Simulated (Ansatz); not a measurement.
# Rh/LiH/Pt under bias, part 4 of 5

Aim: the current through Rh/LiH/Pt at finite bias, with the potential solved under that bias. The lower electrode is Rh fcc(111), the upper one Pt fcc(111); the barrier is LiH rock salt(111) (Li and Li faces). In the first transport cell, after relaxation, the nearest pair of electrode and barrier is Rh–Li at 2.45 Å, along the normal, at the lower face and Pt–Li at 2.42 Å, along the normal, at the upper one. All share a net of side 2.708 Å, which strains the lower electrode by +0.0 %, the upper one by -3.5 % and the barrier by -4.5 %, against typed lattice constants near PBE's. The first steps treat the bulk electrodes alone.

Ansatz 0.2.0; PBE DFT, plane waves, PAW files (the session's first sound run).

So far. Step 4 (Relaxation): The largest force component on a free atom ends at 0.028 eV/Å. The work functions of the outer faces are 5.17 and 5.77 eV. Step 5 (Current under bias): All 5 points reached self-consistency. On every other mesh point the currents change by up to 19 %. The leads' potential repeats within 31 meV.

**6. The open system: T(E)**

This step: PBE DFT, plane waves, PAW files; ballistic transmission by layer matching between semi-infinite leads (Ansatz 0.2.0).

System of this step: Rh/LiH/Pt. The cell holds 21 atoms: 8 Rh, 3 Li, 2 H and 8 Pt. Cell: a = 2.708 Å, b = 2.708 Å, c = 55.836 Å, α = 90.0°, β = 90.0°, γ = 120.0°. Regions: left electrode, 8 atoms (8 Rh); barrier, 5 atoms (3 Li and 2 H); right electrode, 8 atoms (8 Pt). Vacuum lies along c.

The relaxed core is set between ideal electrode layers (this cell holds 5 atomic planes between the electrodes; where that differs from the relaxed slab, whole periods were copied in or cut out without a new relaxation), which the solver continues as semi-infinite leads. A wide energy window on a coarse mesh (18×18) shows where the Fermi level lies against the barrier's bands; the projected density of states shows how far the metals' states reach in.

input.yaml reads:

```yaml
crystal:
  lattice:
    - [2.708, 0.0, 0.0]
    - [-1.354, 2.3451967934, 0.0]
    - [0.0, 0.0, 55.8356311314]
  atoms:
    - { symbol: Rh, position: [0.66666667, 0.33333333, 0.1253679749] }
    - { symbol: Rh, position: [0.0, 0.0, 0.1650087024] }
    - { symbol: Rh, position: [0.33333333, 0.66666667, 0.20464943] }
    - { symbol: Rh, position: [0.66666667, 0.33333333, 0.2442901576] }
    - { symbol: Rh, position: [0.0, 0.0, 0.2839308851] }
    - { symbol: Rh, position: [0.33333333, 0.66666667, 0.3235716127] }
    - { symbol: Rh, position: [0.66666667, 0.33333333, 0.3632123403] }
    - { symbol: Rh, position: [0.0, 0.0, 0.4025022122] }
    - { symbol: Li, position: [0.0, 0.0, 0.4464550823] }
    - { symbol: H, position: [0.33333333, 0.66666667, 0.4671582762] }
    - { symbol: Li, position: [0.66666667, 0.33333333, 0.4882726499] }
    - { symbol: H, position: [0.0, 0.0, 0.5094293536] }
    - { symbol: Li, position: [0.33333333, 0.66666667, 0.5299720491] }
    - { symbol: Pt, position: [0.33333333, 0.66666667, 0.5733615168] }
    - { symbol: Pt, position: [0.66666667, 0.33333333, 0.6171876015] }
    - { symbol: Pt, position: [0.0, 0.0, 0.6600950054] }
    - { symbol: Pt, position: [0.33333333, 0.66666667, 0.7030024094] }
    - { symbol: Pt, position: [0.66666667, 0.33333333, 0.7459098133] }
    - { symbol: Pt, position: [0.0, 0.0, 0.7888172172] }
    - { symbol: Pt, position: [0.33333333, 0.66666667, 0.8317246212] }
    - { symbol: Pt, position: [0.66666667, 0.33333333, 0.8746320251] }
kpoints:
  mp_grid: { grid: [12, 12, 1] }
scf:
  occupations: { method: fermi_dirac, width: 0.1 }
  max_iter: 150
hamiltonian:
  xc: pbe
output:
  transmission:
    kmesh: [18, 18]
    e_range: [-2.5, 2.5]
    de: 0.1
    leads: [[3, 4], [17, 18]]
  dos: { projected: true, e_range: [-6, 5], de: 0.05 }
  write_potential: true
  write_density: true
  volumetric_format: npy
```

Run with:

```bash
$ ansatz run input.yaml --threads 4 --pin off --max-ram 16384MiB --backend cpu --events-out ev --progress --plain --runs-dir out
```

Numbers of over 12 decimals in the logs are rounded to 6 here.

The log of the run:

```text
[...]
Crystal: 21 atoms, lattice volume = 354.601 Å³
Basis set: ecut = 420 eV, 7009 PW (Γ)
Bands: 175, of which v1, the nominal top of the filled ones, is band 146 counted from 1 (145 counted from 0)
Symmetry: 6 space group operations
[...]
k-points: 19 of 144 (time reversal used)
[...]
SCF iter   1: F=—  HF=-152053.685692 eV  |F-HF|=—  |Δ(HF+E_count)|=         —  Δρ=1.83e-2  dr2=1.91e2  ethr=1.77e-3  ⟨swp⟩=6.4  Hψ=12294  notcnv=0  defer=107
[...]
SCF iter  10: F=-152053.488500 eV  HF=-152053.488500 eV  |F-HF|=4.10e-8  |Δ(HF+E_count)|=   1.44e-8  Δρ=1.74e-6  dr2=4.71e-8  ethr=3.44e-11  ⟨swp⟩=11.8  Hψ=9774  notcnv=0
SCF 1 converged in 10 iterations: F = -152053.488500 eV  dr2 = 4.71e-8
[...]
transmission: 185 of 1850 steps passed
transmission: 370 of 1850 steps passed
[...]
transmission: 1850 of 1850 steps passed
[...]
SCF converged after 10 iterations
Free energy (F): -152053.488500 eV
[...]
Internal energy: -152052.718075 eV  (E = F + TS)
E sigma→0 (E₀):  -152053.103288 eV
Entropy (-TS):   -0.770425 eV (-36.687 meV/atom)
Fermi energy:    14.034129 eV
[...]
--- Band table (eV; the first three rows and the last of 19) ---
  k-point 0: bands = [... 142 lower, 13.0437, 13.1073, 13.1103, 13.1103, 13.3092, 13.3092, 13.3241, 13.3241, ... 25 higher]
  k-point 1: bands = [... 142 lower, 12.9884, 13.0057, 13.0208, 13.1641, 13.1833, 13.1916, 13.3116, 13.3525, ... 25 higher]
  k-point 2: bands = [... 142 lower, 12.7920, 12.8972, 12.9472, 12.9619, 13.1880, 13.2617, 13.3993, 13.4198, ... 25 higher]
  k-point 18: bands = [... 142 lower, 13.9498, 14.1349, 14.1690, 14.1975, 14.3652, 14.3894, 14.4004, 16.5460, ... 25 higher]
--- Transmission ---
  basis      : 55 plane waves across, 50 finite elements along
  points     : 37, standing for a mesh of 18 x 18
  energies   : 51 from -2.500000 to 2.500000 eV about the Fermi level, 0.100000 eV apart; the leads are filled to 0.000000 eV, and channels, transmission and decay are at 0.000000 eV
  crystal 0  : Rh1, at the sites [3, 4], period 2.2134 Å, over 15.49 Å; its Hamiltonian steps by up to 12.3 meV
    offset         : up to 0.0000 Å between an atom of the period and one for which it stands
    channels       : 1.740741e0 a spin
    conductance    : none, the energies end too early or step too widely for 300 K: set another output.transmission.e_range or a lower de, or, where they end at an eighth of basis.ecutwfc, a higher one
  crystal 1  : Pt1, at the sites [17, 18], period 2.3958 Å, over 16.77 Å; its Hamiltonian steps by up to 9.6 meV
[...]
channels       : 1.277778e0 a spin
[...]
slowest decay  : 0.1474 /Å at (0.0000, 0.0000)
  junction   : crystal 0 to crystal 1, 14.05 to 39.75 Å
    transmission   : 5.115718e-3 a spin
[...]
```

The job ended after 96 s (4 threads of Arm Neoverse V2, shared host; peak memory 2.2 GiB).

This step gave:

```yaml
free_energy: -152053.4885 eV
fermi_energy: 14.03 eV
level_to_which_the_leads_are_filled: 0 eV from the Fermi level
transmission_at_the_fermi_level_a_spin_zone_mean: 0.005116
channels_of_the_lower_lead: 1.741
channels_of_the_upper_lead: 1.278
potential_step_in_the_lower_lead: 12.3 meV
potential_step_in_the_upper_lead: 9.6 meV
```

One spin. The transmission, zone mean by energy, zero at the Fermi level:

energy (eV), transmission, zone mean and a bar:
```
    -2.50      0.008 
    -2.30      0.008 
    -2.00      0.007 
    -1.80      0.004 
    -1.50      0.006 
    -1.30      0.012 #
    -1.10      0.004 
    -0.80      0.010 #
    -0.60      0.007 
    -0.40      0.004 
    -0.10      0.007 
     0.00      0.005 
     0.10      0.005 
     0.40      0.007 
     0.60      0.014 #
     0.80      0.032 ###
     1.10      0.082 #######
     1.30      0.081 #######
     1.50      0.126 ###########
     1.80      0.185 #################
     2.00      0.181 ################
     2.30      0.289 ###########################
     2.50      0.327 ##############################
```

One spin. Table of open channels, zone mean by energy, zero at the Fermi level:

| energy (eV) | lower lead | upper lead |
| --- | --- | --- |
| -2.50 | 2.05 | 1.60 |
| -2.30 | 1.62 | 1.66 |
| -2.00 | 1.83 | 1.90 |
| -1.80 | 1.72 | 1.73 |
| -1.50 | 1.83 | 1.59 |
| -1.30 | 1.96 | 1.65 |
| -1.10 | 1.94 | 1.67 |
| -0.80 | 1.69 | 1.59 |
| -0.60 | 1.67 | 1.63 |
| -0.40 | 1.85 | 1.74 |
| -0.10 | 1.63 | 1.40 |
| 0.00 | 1.74 | 1.28 |
| 0.10 | 1.96 | 0.981 |
| 0.40 | 2 | 0.759 |
| 0.60 | 1.41 | 0.593 |
| 0.80 | 0.954 | 0.565 |
| 1.10 | 0.602 | 0.694 |
| 1.30 | 0.583 | 0.694 |
| 1.50 | 0.620 | 0.694 |
| 1.80 | 0.676 | 0.694 |
| 2.00 | 0.694 | 0.704 |
| 2.30 | 0.731 | 0.796 |
| 2.50 | 0.75 | 0.796 |

Transmission over k1 and k2. At 0.0000 eV from the Fermi level; zeros and values more than six decades under the largest are shown at that floor.

log10 of the mean of each cell; the least values stand at a floor. Values, 12 rows by 16 columns:
```
-2.1 -1.6 -2.5 -2.7 -3.1 -3.2 -2.8 -2.5 -1.5 -2.3 -4.0 -4.1 -4.6 -4.6 -4.2 -4.4
-3.2 -2.6 -2.2 -2.0 -2.1 -2.6 -2.3 -1.9 -2.1 -2.4 -3.1 -3.6 -4.7 -7.1 -4.9 -4.3
-3.6 -3.1 -2.3 -2.0 -2.2 -2.2 -2.3 -2.2 -2.1 -2.0 -2.5 -3.3 -3.8 -4.4 -4.8 -4.6
-3.4 -3.2 -2.8 -2.4 -2.2 -2.3 -2.3 -2.3 -2.2 -2.2 -2.3 -3.3 -3.2 -3.4 -3.9 -4.1
-2.6 -2.7 -2.2 -2.1 -2.3 -2.3 -2.3 -2.4 -2.4 -2.3 -2.3 -2.2 -2.1 -2.4 -2.9 -2.6
-1.3 -1.6 -2.1 -2.0 -2.2 -2.3 -2.3 -2.5 -2.9 -2.4 -2.3 -2.2 -2.1 -2.0 -2.3 -1.5
-2.3 -2.3 -2.6 -2.1 -2.1 -2.2 -2.3 -2.3 -2.4 -2.4 -2.3 -2.3 -2.2 -2.0 -2.2 -2.6
-3.4 -4.1 -3.4 -3.0 -2.6 -2.6 -2.3 -2.3 -2.3 -2.3 -2.3 -2.3 -2.3 -2.4 -2.8 -3.0
-3.7 -4.5 -4.5 -4.1 -3.6 -3.2 -2.3 -2.1 -2.2 -2.3 -2.3 -2.2 -2.2 -2.0 -2.5 -3.3
-3.4 -4.5 -7.1 -5.5 -4.2 -3.4 -2.8 -2.1 -2.0 -2.0 -2.2 -2.3 -2.0 -1.9 -2.2 -2.8
-2.6 -4.2 -4.3 -4.9 -4.5 -4.1 -3.8 -2.4 -1.8 -2.4 -2.8 -3.1 -2.9 -2.5 -2.4 -1.8
-1.3 -2.4 -3.6 -3.6 -3.8 -3.5 -3.7 -2.1 -1.2 -2.3 -3.2 -3.4 -3.5 -3.2 -3.0 -1.7
```
Columns: k1 (b1) from -0.5 to 0.444; rows upwards: k2 (b2) from -0.5 to 0.444.

Open channels of the lower lead over k1 and k2. At 0.0000 eV from the Fermi level.

Ten even steps from '0' (1.00) to '9' (3.00):
```
595500055950000000
555950059555050050
059555055595000900
005555555555000000
000555555555000050
000055555555000000
555555555555555550
559555555555555955
995555555955555559
555955555555555595
505555555555555555
000000055555555000
005000055555555500
000000055555555550
000900059555055595
505005055595005955
500000005955000559
955000055955000055
```
Columns: k1 (b1) from -0.5 to 0.444; rows upwards: k2 (b2) from -0.5 to 0.444.

Open channels of the upper lead over k1 and k2. At 0.0000 eV from the Fermi level.

Ten even steps from '0' (0.00) to '9' (3.00):
```
663339333663363633
339633336933363363
336633333663363036
633333333333363333
693333333333396666
333333333333333333
333333333333333333
636333333333333636
669633333033333696
663633333333333363
333333333333333333
333333333333333333
666669333333333339
633336333333333333
363036336633333663
336336333963333693
633636336633393336
663366336663366336
```
Columns: k1 (b1) from -0.5 to 0.444; rows upwards: k2 (b2) from -0.5 to 0.444.

Projected DOS an atom over height of the atomic layer and energy from the Fermi level. Layers: Rh Rh Rh Rh Rh Rh Rh Rh Li H Li H Li Pt Pt Pt Pt Pt Pt Pt Pt; projections on atoms miss part of the total, and the computed bands can run out at the top of the range; a column is the mean of 2 neighbouring layers, the last of those left over.

Values in states/eV, 22 rows by 11 columns, each cell a mean:
```
0.14 0.15 0.14 0.12 0.10 0.08 0.14 0.12 0.13 0.12 0.10
0.13 0.13 0.13 0.12 0.08 0.09 0.14 0.12 0.14 0.13 0.11
0.19 0.17 0.17 0.17 0.11 0.15 0.15 0.17 0.18 0.17 0.13
0.21 0.20 0.19 0.19 0.12 0.15 0.19 0.18 0.18 0.19 0.17
0.21 0.19 0.19 0.20 0.11 0.18 0.20 0.19 0.18 0.20 0.20
0.23 0.21 0.21 0.22 0.11 0.09 0.20 0.23 0.24 0.24 0.23
0.25 0.22 0.22 0.24 0.10 0.04 0.20 0.22 0.21 0.22 0.26
0.31 0.26 0.26 0.32 0.08 0.02 0.19 0.23 0.22 0.21 0.28
0.94 1.01 1.00 0.92 0.06 0.01 0.27 0.32 0.30 0.29 0.52
1.97 1.88 1.88 1.72 0.03 0.01 0.35 1.01 0.99 1.08 0.87
1.61 1.25 1.26 1.51 0.03 0.01 0.69 1.71 1.70 1.71 2.09
1.68 1.22 1.21 1.61 0.03 0.01 0.80 1.25 1.17 1.24 1.65
1.57 1.67 1.68 1.48 0.03 0.01 0.93 1.36 1.25 1.25 1.80
1.50 1.17 1.16 1.38 0.04 0.01 0.85 1.36 1.40 1.29 1.84
2.04 1.61 1.61 2.10 0.07 0.02 0.80 1.34 1.28 1.32 1.62
1.94 2.16 2.16 2.14 0.05 0.03 0.77 1.31 1.24 1.29 1.63
1.34 1.45 1.45 1.38 0.14 0.12 1.15 1.46 1.59 1.46 2.09
1.17 1.35 1.36 1.19 0.28 0.28 0.98 1.53 1.63 1.53 1.37
1.40 1.19 1.19 1.35 0.24 0.22 0.77 1.67 1.57 1.73 1.30
1.75 1.58 1.58 1.85 0.28 0.26 0.68 1.25 1.33 1.22 1.02
1.20 1.93 1.91 1.29 0.22 0.21 0.48 1.16 1.13 1.15 0.79
0.34 0.81 0.82 0.38 0.22 0.22 0.64 1.44 1.29 1.49 1.27
```
Columns: height of the atomic layer (Å) from 8.11 to 48.8 (not evenly spaced); rows upwards: energy from the Fermi level (eV) from -6 to 5.05.

At the Fermi level the transmission is 0.0051, as a zone mean for one spin on this coarse mesh. At the Fermi level the layers of this cell's barrier hold from 0.0041 to 0.054 states an eV and atom. In the worse lead the potential repeats within 12 meV, which the program lets pass.

[end of part 4 of 5]

[Logs are printed without paths, hosts, clocks, repeated set-up lines and the standing remarks that a program may print on its own settings, such as how far it seeks lower states.]

[Hosts, paths, dates, database ids (printed as entryN), source tags and the programs' standing remarks are cut or masked in the printed files.]
